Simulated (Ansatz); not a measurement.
## Co in Ansatz: the effect of functional

Co:

```
CELL_PARAMETERS angstrom
2.45398 0.00000 0.00000
-1.22699 2.12521 0.00000
0.00000 0.00000 8.03395
ATOMIC_POSITIONS crystal
Co 0.66667 0.33333 0.75000
Co 0.00000 0.00000 0.50000
Co 0.33333 0.66667 0.25000
Co 0.00000 0.00000 0.00000
```

The cell isn't the ideal one: volume scaled by 0.98.

Alike in all runs:

```yaml
Program: Ansatz 0.2.0
Task: single point
Potentials_or_basis: Ansatz PAW
k_mesh: 12 × 12 × 4
Occupations: fermi-dirac, width 0.05 eV
Spin: collinear spin, ferromagnetic start
Starting_moments: "[2.0, 2.0, 2.0, 2.0] μB"
```

```csv
functional,cutoff,pressure (GPa),moment (μB)
LDA,420 eV (not typed: the program's choice for these potentials),?,?
r2SCAN,500 eV (not typed: the program's choice for these potentials),4.6,7.06
PBE,420 eV (not typed: the program's choice for these potentials),9.5,6.52
```

Problem. What does the run with functional LDA give?

Solution. Pressure -10.6 GPa; moment 6.24 μB.

Caveats: the PAW data sets come from PBE, with cores solved anew for the run's functional, which leaves a small shift of forces and pressure (some runs); the magnetic or orbital state may not be the lowest (some runs).
